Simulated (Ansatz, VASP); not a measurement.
Two plane-wave programs on Pd

```
Pd
1.0
    -1.57228    1.57228    1.57228
     1.57228   -1.57228    1.57228
     1.57228    1.57228   -1.57228
Pd
1
Direct
  0.00000 0.00000 0.00000
```

This isn't the form of Pd at room conditions, which is fcc.

Alike in both runs: task single point; functional PBE; k mesh 12 × 12 × 12; occupations gaussian, width 0.014 eV; no spin polarisation.

```csv
,VASP,Ansatz
version,VASP 6.6.1,Ansatz 0.2.0
potentials or method,"VASP PAW PBE potentials, release 64 (Pd)",Ansatz PAW
plane-wave cutoff (eV),520,420
valence electrons in the cell,10,18
```

VASP gave:

* gap on the k mesh at the Fermi level (eV): none
* pressure (GPa): -1.6

Estimate Ansatz's values.

gap on the k mesh at the Fermi level (eV): none; pressure (GPa): -1.2.

A gap of «none» marks a metal or a gap that the smearing closes. The two sets of potentials don't hold the same shells in valence.
